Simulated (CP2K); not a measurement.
GaP:

```
Ga P
1.0
     6.81095    0.00000    0.00000
     5.70235    3.72455    0.00000
     5.70235    1.69729    3.31534
Ga P
2 2
Cartesian
  10.2851 3.0613 1.8719
  7.9306 2.3605 1.4434
  17.1703 5.1107 3.1251
  1.0454 0.3112 0.1903
```

Measurements of this composition are mostly on another form, of space group No. 216.

Program: CP2K 2026.2. Alike in all runs: task single point; potentials or basis POTENTIAL_UZH Ga GTH-PBE-q13, P GTH-PBE-q5; TZVP-MOLOPT-PBE-GTH basis; no spin polarisation; cell as given; k mesh 8 × 8 × 8; smearing fermi-dirac 0.05 eV.

**Question.** Order these runs on this cell by their pressure, lowest first.
A. level BLYP
B. level PBEsol
C. level rev-vdW-DF2; cutoff of the non-local correlation (Ry) 150 Ry

**Answer.** B (-2.1 GPa), C (-0.4 GPa), A (4.1 GPa).

Caveats: the potentials were made for another functional, which shifts forces and pressure; the basis of atomic orbitals isn't converged, which shifts pressures, moduli and gaps.

Runs at the PBE level aren't shown here.
